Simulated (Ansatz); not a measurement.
Starting cell, ZrO₂ (fluorite):

```
ZrO2
1.0
    0.00000     5.08914     5.08914
    2.54457     0.00000     2.54457
    2.54457     2.54457     0.00000
Zr O
2 4
Direct
  0.00000   0.00000   0.00000
  0.50000   0.00000   0.00000
  0.12500   0.25000   0.25000
  0.62500   0.25000   0.25000
  0.37500   0.75000   0.75000
  0.87500   0.75000   0.75000
```

The atoms are displaced by Q × the pattern below (from a DFPT mode at L = (0.5, 0.0, 0.0), largest move 1; Q in Å), at fixed cell. (q is in reciprocal vectors of the primitive cell; the cell shown is doubled to hold the pattern.)

| atom | x | y | z |
|---|---|---|---|
| Zr1 | 0.577 | -0.577 | -0.577 |
| Zr2 | -0.577 | 0.577 | 0.577 |
| O3 | 0.427 | -0.427 | -0.427 |
| O4 | -0.427 | 0.427 | 0.427 |
| O5 | -0.427 | 0.427 | 0.427 |
| O6 | 0.427 | -0.427 | -0.427 |

All values below come from r2SCAN (plane waves to 500 eV, PAW, scalar-relativistic; Ansatz, an electronic-structure program). k mesh 11×11×11 (Γ-centred), Fermi-Dirac smearing 0.05 eV. Energies are smeared free energies. Left out: 4 of 13 points, with atoms too close for the PAW data. The PAW data are Ansatz's earlier set. This is a high-temperature form of ZrO2. ZrO2 is run without spin polarisation. ZrO2 was relaxed with its symmetry unable to fall. The zero of ΔE is the undisplaced structure.

```tsv
Q (Å)	ΔE (meV/cell)
-0.187	1174
-0.093	240
0.000	0
0.093	240
0.187	1174
```

Which DFPT wavenumber at L = (0.5, 0.0, 0.0) belongs to this mode?
A. 253 cm⁻¹
B. 118 cm⁻¹
C. 505 cm⁻¹
D. 397 cm⁻¹

A, 253 cm⁻¹. The curvature of the scan gives 253 cm⁻¹

(A displaced cell: forces are minus the slopes of the energy, force constants its curvatures, and phonons follow from these.)
